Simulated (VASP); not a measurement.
Input of a VASP 6.6.1 run:

File INCAR:

```
PREC     = Accurate       # precision mode
ENCUT    = 520            # plane-wave cutoff, eV
EDIFF    = 1E-7           # SCF threshold, eV
ISMEAR   = -1             # smearing method
SIGMA    = 0.1            # smearing width, eV
LREAL    = Auto         
LASPH    = T              # aspherical terms in the spheres
NELM     = 100            # most SCF steps
ALGO     = Fast           # electronic algorithm
ISIF     = 2              # what is computed and relaxed
LWAVE    = F              # write WAVECAR
LCHARG   = F              # write CHGCAR
GGA      = PE             # functional
IBRION   = 2              # ionic algorithm
NSW      = 45             # ionic steps
EDIFFG   = -0.08          # ionic threshold
```

File KPOINTS:

```
regular mesh
0
Gamma
  2 2 1
```

File POSCAR:

```
Al
1.0
    5.7275650000      0.0000000000      0.0000000000
    4.2956740000      7.4403250000      0.0000000000
    0.0000000000      0.0000000000     15.6765370000
Al
19
Selective dynamics
Direct
    0.1666667000      0.1111111000      0.0637896000  F F F
    0.6666667000      0.1111111000      0.0637896000  F F F
    0.1666667000      0.4444444000      0.0637896000  F F F
    0.6666667000      0.4444444000      0.0637896000  F F F
    0.1666667000      0.7777778000      0.0637896000  F F F
    0.6666667000      0.7777778000      0.0637896000  F F F
   -0.1666667000      0.2222222000      0.2129468000  T T T
    0.3333333000      0.2222222000      0.2129468000  T T T
   -0.1666667000      0.5555556000      0.2129468000  T T T
    0.3333333000      0.5555556000      0.2129468000  T T T
   -0.1666667000      0.8888889000      0.2129468000  T T T
    0.3333333000      0.8888889000      0.2129468000  T T T
    0.0000000000      0.0000000000      0.3621040000  T T T
    0.5000000000      0.0000000000      0.3621040000  T T T
    0.0000000000      0.3333333000      0.3621040000  T T T
    0.5000000000      0.3333333000      0.3621040000  T T T
    0.0000000000      0.6666667000      0.3621040000  T T T
    0.5000000000      0.6666667000      0.3621040000  T T T
    0.8447509000      0.8892938000      0.4839422000  T T T
```

Potentials or basis: VASP PAW PBE potentials, release 64 (Al).

Run with:

```sh
$ cat potpaw_PBE.64/Al/POTCAR > POTCAR
$ mpirun -np 1 vasp_std > vasp.out
```

Problem. Estimate the energy gained by relaxing.

Solution. 14.2 meV/atom.

Problem. Predict the band gap on the k mesh.

Solution. None (metal or under the smearing width).

Final structure:
```yaml
crystal:
  lattice:
    - [5.72757, 0.00000, 0.00000]
    - [4.29567, 7.44032, 0.00000]
    - [0.00000, 0.00000, 15.67654]
  atoms:
    - { symbol: Al, position: [0.16667, 0.11111, 0.06379] }
    - { symbol: Al, position: [0.66667, 0.11111, 0.06379] }
    - { symbol: Al, position: [0.16667, 0.44444, 0.06379] }
    - { symbol: Al, position: [0.66667, 0.44444, 0.06379] }
    - { symbol: Al, position: [0.16667, 0.77778, 0.06379] }
    - { symbol: Al, position: [0.66667, 0.77778, 0.06379] }
    - { symbol: Al, position: [0.82722, 0.22644, 0.21595] }
    - { symbol: Al, position: [0.33802, 0.22175, 0.21710] }
    - { symbol: Al, position: [0.83888, 0.55332, 0.21771] }
    - { symbol: Al, position: [0.33163, 0.55401, 0.21899] }
    - { symbol: Al, position: [0.83410, 0.88831, 0.21686] }
    - { symbol: Al, position: [0.33948, 0.88534, 0.21915] }
    - { symbol: Al, position: [0.00887, 0.00278, 0.36560] }
    - { symbol: Al, position: [0.49049, 0.00568, 0.36894] }
    - { symbol: Al, position: [0.00300, 0.32955, 0.36625] }
    - { symbol: Al, position: [0.50590, 0.32917, 0.36791] }
    - { symbol: Al, position: [0.01615, 0.64625, 0.37183] }
    - { symbol: Al, position: [0.50119, 0.66140, 0.38047] }
    - { symbol: Al, position: [0.84237, 0.88071, 0.49901] }
```

Caveat: the k mesh is coarse (spacing up to 0.63 Å⁻¹), so the values aren't converged.
